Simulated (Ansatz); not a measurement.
K: energy along a strain

K, Im-3m, a = 5.236 Å (as given, not relaxed at this level: 0.1 GPa). Ansatz: PBE, PAW, 420 eV, Γ-centred 14×14×14 mesh on 1 atom, Gaussian smearing 0.15 eV; no spin polarisation. Cell vectors (Å): -2.618 2.618 2.618; 2.618 -2.618 2.618; 2.618 2.618 -2.618. The cell is strained by x per cent times the pattern (0 0 0 0 0 1) in the order xx yy zz yz xz xy (engineering shears), with fractional coordinates held. y is the free energy over the start, V0 = 71.774 Å³/atom. Symmetry makes y even in x.

| x (%) | y (meV/atom) |
| --- | --- |
| -4.00 | 1.03 |
| -2.00 | 0.26 |
| 0.00 | 0.00 |
| 0.50 | 0.02 |
| 1.00 | 0.06 |
| 1.50 | 0.14 |
| 2.50 | 0.40 |
| 3.00 | ? |
| 3.50 | 0.79 |

Q: Fit y = c2 x² + c4 x⁴ to the other rows, get the stiffness along the pattern, and predict the missing energy.

A: Least squares on the rows shown. y = 0.06404 x² + 2.508×10⁻⁵ x⁴. The clamped-ion stiffness p·C·p = 2 × 0.6404 eV × 160.2 / 71.774 Å³ = 2.9 GPa, which is C66 in these axes (C44 of the cubic crystal). At x = 3.00 the fit asked for gives 0.58 meV/atom. The run gave 0.58 meV/atom, the same to the digits shown.